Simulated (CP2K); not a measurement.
Crystal: CoO.

```
Co O
1.0
     3.16379    0.00000    0.00000
     1.54099    2.76314    0.00000
     1.54099    0.90503    2.61072
Co O
1 1
Direct
  0.99898 0.99898 0.99898
  0.75102 0.75102 0.75102
```

Measurements of this composition are mostly on another form, of space group No. 225.

Base run:

```yaml
Program: CP2K 2026.2
Functional: LDA
Potentials_or_basis: POTENTIAL_UZH Co GTH-PBE-q17, O GTH-PBE-q6; TZVP-MOLOPT-PBE-GTH basis
Density_cutoff: 17007 eV
k_mesh: 10 × 10 × 10
Occupations: fermi-dirac, width 0.05 eV
Spin: collinear spin, ferromagnetic start
Starting_moments: "[2.0, 0.0] μB"
```

Its results: pressure -11.2 GPa; site moments Co +2.53; O +0.37 μB; largest force 0.239 eV/Å.

Question: The run is repeated on the same cell with these changes: functional from LDA to vdW-DF-cx. What comes out?

Answer: Pressure -3.9 GPa; site moments Co +2.53; O +0.35 μB; largest force 0.309 eV/Å.

Caveats: the potentials were made for another functional, which shifts forces and pressure; the basis of atomic orbitals isn't converged, which shifts pressures, moduli and gaps; the total moment is fixed, so each spin has its own Fermi level; a cell with one magnetic atom can't hold antiferromagnetic order, which such compounds often take.
